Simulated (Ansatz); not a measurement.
Crystal: Cu.

```
Cu
1.0
     1.21846   -3.97638    0.00000
     1.21846    3.97638    0.00000
     0.00000    0.00000    2.47550
Cu
2
Direct
  0.86613 0.13387 0.75000
  0.13387 0.86613 0.25000
```

This isn't the form of Cu at room conditions, which is fcc.

Base run:

```yaml
Program: Ansatz 0.2.0
Functional: PBE
Potentials_or_basis: all-electron LAPW, scalar-relativistic
Cutoff: 329 eV (chosen from the basis error)
Basis_error_allowed: 0.001 eV/atom
k_mesh: 11 × 11 × 11
Occupations: fermi-dirac, width 0.05 eV
Spin: no spin polarisation
```

Its results: pressure 6.6 GPa; largest force 0.048 eV/Å.

The run is repeated on the same cell with these changes: functional from PBE to LDA. What comes out?

Pressure -7.6 GPa; largest force 0.043 eV/Å.

LDA binds more tightly than PBE, so the same cell stands under less pressure.
